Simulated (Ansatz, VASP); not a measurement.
Ag: VASP beside Ansatz

```
CELL_PARAMETERS angstrom
0.00000 2.00224 2.04310
2.00224 0.00000 2.04310
2.00224 2.00224 0.00000
ATOMIC_POSITIONS crystal
Ag 0.00000 0.00000 0.00000
```

Change from the starting cell: equal xx and yy strain of -2 %, PAW files.

Alike in both runs: task electric field gradients; functional LDA; k mesh 15 × 15 × 15; occupations fermi-dirac, width 0.05 eV; no spin polarisation.

|  | VASP | Ansatz |
| --- | --- | --- |
| version | VASP 6.6.1 | Ansatz 0.2.0 |
| potentials or method | VASP PAW LDA potentials, release 64 (Ag) | PAW with Ansatz's default frozen-core files, scalar-relativistic |
| plane-wave cutoff (eV) | 520 | 420 |
| valence electrons in the cell | 11 | 19 |

Ansatz gave:

```
pressure (GPa)                                                 : -3.1
largest component of the traceless stress (GPa)                : 0.43
Vzz of the field gradient on the site that differs most (V/Å²) : 0.0
```

Task: What did VASP give for the same quantities?

Result: Pressure (GPa): -2.9; largest component of the traceless stress (GPa): 0.41; Vzz of the field gradient on the site that differs most (V/Å²): 0.7.

The two sets of potentials don't hold the same shells in valence. Ansatz warned: «gradients_without_spin_orbit».
